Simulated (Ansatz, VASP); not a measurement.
# ThPb3: VASP beside Ansatz, part 2 of 2

Wanted: the spread between two codes on one cell, functional and k mesh. The cell is taken from a series of runs on this material, whose earlier steps may have relaxed, scaled, displaced or heated it; both programs get it as it stands.

VASP 6.6.1 and Ansatz 0.2.0.

So far: The starting structure; Ansatz: zone-centre phonons, PBEsol.

## 3. VASP: zone-centre phonons, PBEsol

Level of this step: PBEsol; plane waves and PAW (Th, Pb_d) (VASP).

The same cell, functional, mesh and smearing now go to VASP, with its own data sets.

Lines of VASP's logs that name or quote its potential files are left out, and so is its time.

INCAR

```
SYSTEM = ThPb3
PREC = Accurate
ENCUT = 500
EDIFF = 1E-08
NELM = 200
ISMEAR = 1
SIGMA = 0.2
LREAL = .FALSE.
ALGO = Normal
GGA = PS
NBANDS = 33
LASPH = .TRUE.
LORBIT = 11
LWAVE = .FALSE.
LCHARG = .FALSE.
ISIF = 2
IBRION = 8
GGA_COMPAT = .FALSE.
LMAXMIX = 6
KPAR = 2
```

POSCAR

```
ThPb3
1.0
    4.8550000000      0.0000000000      0.0000000000
    0.0000000000      4.8550000000      0.0000000000
    0.0000000000      0.0000000000      4.8550000000
Th Pb
1 3
Direct
    0.0000000000      0.0000000000      0.0000000000
    0.0000000000      0.5000000000      0.5000000000
    0.5000000000      0.0000000000      0.5000000000
    0.5000000000      0.5000000000      0.0000000000
```

KPOINTS

```
Automatic mesh
0
Gamma
10 10 10
0 0 0
```

PAW data sets: Th and Pb_d (PBE family, release 64).

On the command line:

```bash
mpirun -np 2 vasp_std
```

Numbers of over 12 decimals in the logs are rounded to 6 here.

The log of the run:

```text
[banner, memory and clock lines left out]
running    2 mpi-ranks, on    1 nodes
 distrk:  each k-point on    1 cores,    2 groups
 distr:  one band on    1 cores,    1 groups

 POSCAR found type information on POSCAR ThPb
 POSCAR found :  2 types and       4 ions
|                                                                             |
|               ----> ADVICE to this user running VASP <----                  |
|                                                                             |
|     You enforced a specific xc type in the INCAR file but a different       |
|     [... a line on the potential file left out ...]
|     I HOPE YOU KNOW WHAT YOU ARE DOING!                                     |
|                                                                             |

 LDA part: xc-table for (Slater+PW92), standard interpolation
 POSCAR, INCAR and KPOINTS ok, starting setup
 FFT: planning ... GRIDC
 FFT: planning ... GRID_SOFT
 FFT: planning ... GRID
 WAVECAR not read
 entering main loop
       N       E                     dE             d eps       ncg     rms          rms(c)
DAV:   1     0.667842241508E+03    0.66784E+03   -0.25568E+04  3696   0.190E+03
DAV:   2     0.692094244455E+02   -0.59863E+03   -0.59036E+03  3707   0.496E+02
DAV:   3    -0.176615329427E+02   -0.86871E+02   -0.85996E+02  5072   0.213E+02
DAV:   4    -0.220706317686E+02   -0.44091E+01   -0.43816E+01  5864   0.514E+01
DAV:   5    -0.222588574152E+02   -0.18823E+00   -0.18812E+00  6512   0.825E+00    0.228E+01
DAV:   6    -0.212929913873E+02    0.96587E+00   -0.25118E+00  6385   0.101E+01    0.139E+01
DAV:   7    -0.212249188374E+02    0.68073E-01   -0.19425E+00  5604   0.796E+00    0.744E+00
DAV:   8    -0.212009183226E+02    0.24001E-01   -0.21647E-01  5673   0.281E+00    0.548E+00
DAV:   9    -0.212339234360E+02   -0.33005E-01   -0.11959E-01  5688   0.220E+00    0.268E+00
DAV:  10    -0.211900561959E+02    0.43867E-01   -0.45259E-01  6129   0.248E+00    0.107E+00
DAV:  11    -0.211885705344E+02    0.14857E-02   -0.22722E-02  5051   0.877E-01    0.913E-01
DAV:  12    -0.211885697342E+02    0.80020E-06   -0.15041E-03  5824   0.210E-01    0.493E-01
DAV:  13    -0.211883893988E+02    0.18034E-03   -0.35580E-04  6615   0.863E-02    0.166E-01
DAV:  14    -0.211883759497E+02    0.13449E-04   -0.10868E-04  6824   0.445E-02    0.668E-02
DAV:  15    -0.211883735403E+02    0.24094E-05   -0.17050E-05  6559   0.220E-02    0.707E-03
DAV:  16    -0.211883733157E+02    0.22460E-06   -0.30709E-06  6064   0.748E-03    0.827E-03
DAV:  17    -0.211883732417E+02    0.73960E-07   -0.18655E-07  5367   0.296E-03    0.194E-03
DAV:  18    -0.211883732107E+02    0.31022E-07   -0.54642E-08  4696   0.116E-03    0.153E-03
DAV:  19    -0.211883732155E+02   -0.47912E-08   -0.61353E-09  3327   0.532E-04
   1 F= -.21188373E+02 E0= -.21187745E+02  d E =-.188494E-02
 Linear response reoptimize wavefunctions to high precision
DAV:   1    -0.211883732155E+02   -0.26375E-10   -0.21706E-09  3360   0.298E-04
DAV:   2    -0.211883732155E+02    0.28194E-10   -0.45007E-10  3327   0.175E-04
 Linear response DOF=           3
 Linear response progress:
  Degree of freedom:   1/  3
       N       E                     dE             d eps       ncg     rms          rms(c)
RMM:   1    -0.301232935018E+00   -0.30123E+00    0.74618E-01 15273   0.281E+00
RMM:   2    -0.298722762705E+00    0.25102E-02   -0.54109E-02 16324   0.859E-01    0.226E-01
RMM:   3    -0.299364664203E+00   -0.64190E-03   -0.14359E-02 18301   0.396E-01    0.137E-01
RMM:   4    -0.300072557586E+00   -0.70789E-03   -0.28034E-03 19108   0.171E-01    0.985E-02
RMM:   5    -0.301068607393E+00   -0.99605E-03   -0.60752E-04 18167   0.922E-02    0.184E-02
RMM:   6    -0.301119769570E+00   -0.51162E-04   -0.17003E-04 18903   0.399E-02    0.125E-02
RMM:   7    -0.301235268199E+00   -0.11550E-03   -0.49616E-05 19999   0.210E-02    0.397E-03
RMM:   8    -0.301258755916E+00   -0.23488E-04   -0.17655E-05 19735   0.111E-02    0.213E-03
RMM:   9    -0.301260103602E+00   -0.13477E-05   -0.75913E-06 19519   0.734E-03    0.160E-03
RMM:  10    -0.301261378439E+00   -0.12748E-05   -0.25884E-06 20012   0.479E-03    0.198E-03
RMM:  11    -0.301245166116E+00    0.16212E-04   -0.21386E-06 19141   0.387E-03    0.427E-03
RMM:  12    -0.301265976060E+00   -0.20810E-04   -0.17417E-06 18593   0.374E-03    0.114E-03
RMM:  13    -0.301277561544E+00   -0.11585E-04   -0.10553E-06 19436   0.289E-03    0.564E-04
RMM:  14    -0.301279946900E+00   -0.23854E-05   -0.85322E-07 19169   0.241E-03    0.740E-04
[...]
RMM:  34    -0.301277236783E+00    0.12625E-07   -0.10287E-06 20613   0.188E-03    0.859E-06
RMM:  35    -0.301277229262E+00    0.75216E-08   -0.11139E-06 20706   0.188E-03    0.631E-06
RMM:  36    -0.301277232078E+00   -0.28168E-08   -0.11706E-06 20779   0.188E-03    0.961E-06
RMM:  37    -0.301277228025E+00    0.40536E-08   -0.10831E-06 20942   0.188E-03    0.694E-06
RMM:  38    -0.301277253448E+00   -0.25423E-07   -0.11180E-06 21011   0.187E-03    0.844E-06
RMM:  39    -0.301277250427E+00    0.30206E-08   -0.11960E-06 21069   0.188E-03    0.860E-06
RMM:  40    -0.301277262831E+00   -0.12404E-07   -0.10522E-06 21272   0.188E-03    0.853E-06
RMM:  41    -0.301277261379E+00    0.14524E-08   -0.11049E-06 21291   0.188E-03    0.919E-06
 first order change of Fermi-energy  -0.43515E-04
 force on displaced ion       1 direction 1 :  -5.456  -0.000   0.000
 Linear response progress:
  Degree of freedom:   2/  3
       N       E                     dE             d eps       ncg     rms          rms(c)
RMM:   1    -0.337042125558E+00   -0.33704E+00   -0.14463E-01 11762   0.410E+00
RMM:   2    -0.338695351919E+00   -0.16532E-02   -0.15053E-02 13039   0.880E-01    0.339E-02
RMM:   3    -0.339051070133E+00   -0.35572E-03   -0.25359E-03 14707   0.279E-01    0.186E-02
RMM:   4    -0.338981198413E+00    0.69872E-04   -0.37395E-04 15594   0.954E-02    0.680E-03
RMM:   5    -0.339011282060E+00   -0.30084E-04   -0.75193E-05 16368   0.325E-02    0.452E-03
RMM:   6    -0.339048606434E+00   -0.37324E-04   -0.16918E-05 15983   0.136E-02    0.861E-04
RMM:   7    -0.339047748628E+00    0.85781E-06   -0.53448E-06 16779   0.593E-03    0.580E-04
RMM:   8    -0.339048578147E+00   -0.82952E-06   -0.21719E-06 17333   0.330E-03    0.145E-04
RMM:   9    -0.339048334665E+00    0.24348E-06   -0.87708E-07 16999   0.229E-03    0.110E-04
RMM:  10    -0.339048752218E+00   -0.41755E-06   -0.50061E-07 17507   0.176E-03    0.535E-05
RMM:  11    -0.339048875514E+00   -0.12330E-06   -0.33314E-07 17184   0.154E-03    0.324E-05
RMM:  12    -0.339049113166E+00   -0.23765E-06    0.81436E-08 17638   0.137E-03    0.248E-05
RMM:  13    -0.339049255858E+00   -0.14269E-06   -0.36406E-07 17915   0.131E-03    0.284E-05
RMM:  14    -0.339048755351E+00    0.50051E-06   -0.59011E-09 18083   0.125E-03    0.122E-04
RMM:  15    -0.339049330419E+00   -0.57507E-06   -0.41668E-07 18177   0.122E-03    0.470E-05
RMM:  16    -0.339049374777E+00   -0.44358E-07    0.29908E-08 18970   0.119E-03    0.503E-05
RMM:  17    -0.339049401643E+00   -0.26867E-07   -0.37217E-07 18998   0.117E-03    0.533E-05
RMM:  18    -0.339049401996E+00   -0.35261E-09    0.44865E-08 19412   0.115E-03    0.598E-05
 first order change of Fermi-energy  -0.76962E-05
 force on displaced ion       2 direction 1 :  -3.326  -0.000  -0.000
 Linear response progress:
  Degree of freedom:   3/  3
       N       E                     dE             d eps       ncg     rms          rms(c)
RMM:   1    -0.338274200459E+00   -0.33827E+00   -0.16657E-01 20570   0.402E+00
RMM:   2    -0.339949986952E+00   -0.16758E-02   -0.15352E-02 22722   0.863E-01    0.752E-02
RMM:   3    -0.340114484134E+00   -0.16450E-03   -0.25441E-03 26008   0.272E-01    0.460E-02
RMM:   4    -0.339994538419E+00    0.11995E-03   -0.41632E-04 27440   0.102E-01    0.919E-03
RMM:   5    -0.340031044204E+00   -0.36506E-04   -0.88221E-05 28542   0.362E-02    0.734E-03
RMM:   6    -0.340038980503E+00   -0.79363E-05   -0.31648E-05 31361   0.168E-02    0.289E-03
RMM:   7    -0.340037351601E+00    0.16289E-05   -0.12068E-05 32147   0.840E-03    0.291E-03
RMM:   8    -0.340034227475E+00    0.31241E-05   -0.46701E-06 32768   0.534E-03    0.940E-04
RMM:   9    -0.340033599644E+00    0.62783E-06   -0.33446E-06 32434   0.375E-03    0.655E-04
RMM:  10    -0.340032853518E+00    0.74613E-06   -0.96293E-07 32481   0.283E-03    0.527E-04
RMM:  11    -0.340032694492E+00    0.15903E-06   -0.12015E-06 32526   0.232E-03    0.474E-04
RMM:  12    -0.340032637619E+00    0.56873E-07   -0.36190E-07 32592   0.197E-03    0.429E-04
RMM:  13    -0.340032641184E+00   -0.35653E-08   -0.65668E-07 32910   0.177E-03    0.592E-04
RMM:  14    -0.340033098466E+00   -0.45728E-06   -0.32900E-07 32536   0.164E-03    0.643E-04
RMM:  15    -0.340032938138E+00    0.16033E-06   -0.42390E-07 33547   0.155E-03    0.458E-04
RMM:  16    -0.340033008778E+00   -0.70640E-07   -0.82897E-08 33535   0.149E-03    0.434E-04
RMM:  17    -0.340033006471E+00    0.23065E-08   -0.17005E-07 34101   0.144E-03    0.449E-04
RMM:  18    -0.340033017271E+00   -0.10799E-07   -0.21628E-07 33879   0.141E-03    0.487E-04
 first order change of Fermi-energy  -0.15539E-04
 force on displaced ion       2 direction 2 :   0.000  -4.404   0.000
 Linear response finished
```

From OUTCAR (step 3):

```text
ion  position               nearest neighbor table
   1  0.000  0.000  0.000-   2 3.43   3 3.43   4 3.43   2 3.43   3 3.43   2 3.43   4 3.43   2 3.43
                             3 3.43   4 3.43   3 3.43   4 3.43
   2  0.000  0.500  0.500-   1 3.43   3 3.43   4 3.43   1 3.43   4 3.43   1 3.43   3 3.43   1 3.43
                             3 3.43   4 3.43   4 3.43   3 3.43
   3  0.500  0.000  0.500-   1 3.43   2 3.43   4 3.43   1 3.43   4 3.43   2 3.43   4 3.43   4 3.43
                             1 3.43   2 3.43   1 3.43   2 3.43
   4  0.500  0.500  0.000-   1 3.43   2 3.43   3 3.43   2 3.43   3 3.43   1 3.43   3 3.43   3 3.43
                             1 3.43   2 3.43   2 3.43   1 3.43

  LATTYP: Found a simple cubic cell.
 ALAT       =     4.8550000000

 Subroutine GETGRP returns: Found 48 space group operations
 (whereof 48 operations were pure point group operations)

The static configuration has the point symmetry O_h .

 Found     56 irreducible k-points:

   k-points           NKPTS =     56   k-points in BZ     NKDIM =     56   number of bands    NBANDS=     33

   dimension x,y,z NGX =    36 NGY =   36 NGZ =   36
   dimension x,y,z NGXF=    72 NGYF=   72 NGZF=   72

   ENCUT  =  500.0 eV  36.75 Ry    6.06 a.u.   8.85  8.85  8.85*2*pi/ulx,y,z

   NELECT =      54.0000    total number of electrons

 k-points in reciprocal lattice and weights: Automatic mesh
   0.00000000  0.00000000  0.00000000       0.001
   0.10000000  0.00000000  0.00000000       0.006
   0.20000000  0.00000000  0.00000000       0.006
   0.30000000  0.00000000  0.00000000       0.006
   0.40000000  0.00000000  0.00000000       0.006
   0.50000000  0.00000000  0.00000000       0.003
   0.10000000  0.10000000  0.00000000       0.012
   0.20000000  0.10000000  0.00000000       0.024
   0.30000000  0.10000000  0.00000000       0.024
[...]
0.50000000  0.50000000  0.40000000       0.006
   0.50000000  0.50000000  0.50000000       0.001

 average (electrostatic) potential at core
       1 -57.6496       2 -88.8347       3 -88.8347       4 -88.8347

  Total       -0.5597128     -0.5597128     -0.5597128      0.0000000     -0.0000000      0.0000000
  in kB       -7.8362472     -7.8362472     -7.8362472      0.0000000     -0.0000000      0.0000000
  external PRESSURE =      -7.8362472 kB  Pullay stress =       0.0000000 kB

  energy-cutoff  :      500.00
  volume of cell :      114.44
      direct lattice vectors                 reciprocal lattice vectors
     4.855000000  0.000000000  0.000000000     0.205973223  0.000000000  0.000000000
     0.000000000  4.855000000  0.000000000     0.000000000  0.205973223  0.000000000
     0.000000000  0.000000000  4.855000000     0.000000000  0.000000000  0.205973223

 POSITION                                       TOTAL-FORCE (eV/Angst)
 -----------------------------------------------------------------------------------
      0.00000      0.00000      0.00000         0.000000      0.000000      0.000000
      0.00000      2.42750      2.42750         0.000000      0.000000      0.000000
      2.42750      0.00000      2.42750         0.000000      0.000000      0.000000
      2.42750      2.42750      0.00000         0.000000      0.000000      0.000000
 -----------------------------------------------------------------------------------
    total drift:                                0.000000      0.000000      0.000000

 Eigenvectors and eigenvalues of the dynamical matrix
 ----------------------------------------------------

   1 f  =    3.227498 THz    20.278970 2PiTHz  107.657755 cm-1    13.347854 meV
             X         Y         Z           dx          dy          dz
      0.000000  0.000000  0.000000    -0.044661    0.036965    0.646325
      0.000000  2.427500  2.427500    -0.020689   -0.028153   -0.492257
      2.427500  0.000000  2.427500     0.034015    0.017124   -0.492257
      2.427500  2.427500  0.000000     0.034015   -0.028153    0.299413

   2 f  =    3.227498 THz    20.278970 2PiTHz  107.657755 cm-1    13.347854 meV
             X         Y         Z           dx          dy          dz
      0.000000  0.000000  0.000000     0.000831   -0.647857    0.037110
      0.000000  2.427500  2.427500     0.000385    0.493424   -0.028264
      2.427500  0.000000  2.427500    -0.000633   -0.300123   -0.028264
      2.427500  2.427500  0.000000    -0.000633    0.493424    0.017191

   3 f  =    3.227498 THz    20.278970 2PiTHz  107.657755 cm-1    13.347854 meV
             X         Y         Z           dx          dy          dz
      0.000000  0.000000  0.000000    -0.647381   -0.003382   -0.044541
      0.000000  2.427500  2.427500    -0.299902    0.002576    0.033923
      2.427500  0.000000  2.427500     0.493061   -0.001567    0.033923
      2.427500  2.427500  0.000000     0.493061    0.002576   -0.020634

   4 f  =    2.276828 THz    14.305730 2PiTHz   75.946795 cm-1     9.416198 meV
             X         Y         Z           dx          dy          dz
      0.000000  0.000000  0.000000    -0.000000   -0.000000   -0.000000
      0.000000  2.427500  2.427500     0.000000   -0.636560    0.139967
      2.427500  0.000000  2.427500     0.274227   -0.000000   -0.139967
      2.427500  2.427500  0.000000    -0.274227    0.636560   -0.000000

   5 f  =    2.276828 THz    14.305730 2PiTHz   75.946795 cm-1     9.416198 meV
             X         Y         Z           dx          dy          dz
      0.000000  0.000000  0.000000    -0.000000   -0.000000    0.000000
      0.000000  2.427500  2.427500    -0.000000   -0.279763    0.000000
      2.427500  0.000000  2.427500    -0.649410    0.000000   -0.000000
      2.427500  2.427500  0.000000     0.649410    0.279763   -0.000000

   6 f  =    2.276828 THz    14.305730 2PiTHz   75.946795 cm-1     9.416198 meV
             X         Y         Z           dx          dy          dz
      0.000000  0.000000  0.000000     0.000000    0.000000    0.000000
      0.000000  2.427500  2.427500    -0.000000    0.128546    0.693116
      2.427500  0.000000  2.427500    -0.055377    0.000000   -0.693116
      2.427500  2.427500  0.000000     0.055377   -0.128546    0.000000

   7 f  =    2.111429 THz    13.266500 2PiTHz   70.429691 cm-1     8.732165 meV
             X         Y         Z           dx          dy          dz
      0.000000  0.000000  0.000000     0.217244   -0.507915   -0.000469
      0.000000  2.427500  2.427500    -0.321620   -0.104758   -0.000097
      2.427500  0.000000  2.427500     0.044807    0.751947   -0.000097
      2.427500  2.427500  0.000000     0.044807   -0.104758    0.000695

   8 f  =    2.111429 THz    13.266500 2PiTHz   70.429691 cm-1     8.732165 meV
             X         Y         Z           dx          dy          dz
      0.000000  0.000000  0.000000     0.507640    0.217142   -0.017997
      0.000000  2.427500  2.427500    -0.751539    0.044786   -0.003712
      2.427500  0.000000  2.427500     0.104701   -0.321470   -0.003712
      2.427500  2.427500  0.000000     0.104701    0.044786    0.026643

   9 f  =    2.111429 THz    13.266500 2PiTHz   70.429691 cm-1     8.732165 meV
             X         Y         Z           dx          dy          dz
      0.000000  0.000000  0.000000    -0.016731   -0.006646   -0.552131
      0.000000  2.427500  2.427500     0.024770   -0.001371   -0.113877
      2.427500  0.000000  2.427500    -0.003451    0.009839   -0.113877
      2.427500  2.427500  0.000000    -0.003451   -0.001371    0.817407

  10 f/i=    0.005867 THz     0.036863 2PiTHz    0.195701 cm-1     0.024264 meV
             X         Y         Z           dx          dy          dz
      0.000000  0.000000  0.000000     0.023291    0.016632    0.522409
      0.000000  2.427500  2.427500     0.021843    0.015663    0.491960
      2.427500  0.000000  2.427500     0.021933    0.015599    0.491960
      2.427500  2.427500  0.000000     0.021933    0.015663    0.489945

  11 f/i=    0.005867 THz     0.036863 2PiTHz    0.195701 cm-1     0.024264 meV
             X         Y         Z           dx          dy          dz
      0.000000  0.000000  0.000000     0.385727   -0.353426   -0.005945
      0.000000  2.427500  2.427500     0.361757   -0.332827   -0.005598
      2.427500  0.000000  2.427500     0.363245   -0.331463   -0.005598
      2.427500  2.427500  0.000000     0.363245   -0.332827   -0.005575

  12 f/i=    0.005867 THz     0.036863 2PiTHz    0.195701 cm-1     0.024264 meV
             X         Y         Z           dx          dy          dz
      0.000000  0.000000  0.000000    -0.352708   -0.385414    0.027996
      0.000000  2.427500  2.427500    -0.330790   -0.362950    0.026364
      2.427500  0.000000  2.427500    -0.332150   -0.361463    0.026364
      2.427500  2.427500  0.000000    -0.332150   -0.362950    0.026256

 ELASTIC MODULI CONTR FROM IONIC RELAXATION (kBar)
 Direction    XX          YY          ZZ          XY          YZ          ZX
 --------------------------------------------------------------------------------
 XX           0.0000      0.0000      0.0000      0.0000      0.0000      0.0000
 YY           0.0000      0.0000      0.0000      0.0000      0.0000      0.0000
 ZZ           0.0000      0.0000      0.0000      0.0000      0.0000      0.0000
 XY           0.0000      0.0000      0.0000      0.0000      0.0000      0.0000
 YZ           0.0000      0.0000      0.0000      0.0000      0.0000      0.0000
 ZX           0.0000      0.0000      0.0000      0.0000      0.0000      0.0000
 --------------------------------------------------------------------------------
```

## 4. Comparison

Known differences besides the potentials themselves: the cutoff is 420 eV in Ansatz and 500 eV in VASP; Ansatz makes its cores anew for this functional, VASP keeps those of its PBE data sets. Total energies have different zeros and are not compared.

Compared:

```csv
quantity,Ansatz,VASP,difference
optical mode 1 to 3 (cm⁻¹),70.1,70.4,-0.51 %
optical mode 4 to 6 (cm⁻¹),75.6,75.9,-0.51 %
optical mode 7 to 9 (cm⁻¹),107.1,107.7,-0.52 %
```

Modes are paired by rising frequency, not by their patterns, so a pair may set unlike modes beside each other; they are those without the splitting of longitudinal modes.

## 5. Outcome

```json
{
  "r.m.s. difference of the optical zone-centre modes, each program's sorted by frequency (zone-centre phonons, PBEsol)": "0.44 cm⁻¹",
  "difference in optical mode 7 to 9 (zone-centre phonons, PBEsol)": "-0.5 %"
}
```

What this shows: The r.m.s. difference of the optical zone-centre modes, each program's sorted by frequency is 0.44 cm⁻¹ (zone-centre phonons, PBEsol). Among the rows given in per cent, the largest difference of the zone-centre phonons, PBEsol pair is in optical mode 7 to 9, -0.5 %. How closely two codes agree says nothing of how well the functional describes the real material.

[Lines on the potential files, build, host, timing and source positions are cut from VASP's logs without a mark.]

[Logs are printed without paths, hosts, clocks, repeated set-up lines and the standing remarks that a program may print on its own settings, such as how far it seeks lower states.]

[Hosts, paths, dates, database ids (printed as entryN), source tags and the programs' standing remarks are cut or masked in the printed files.]
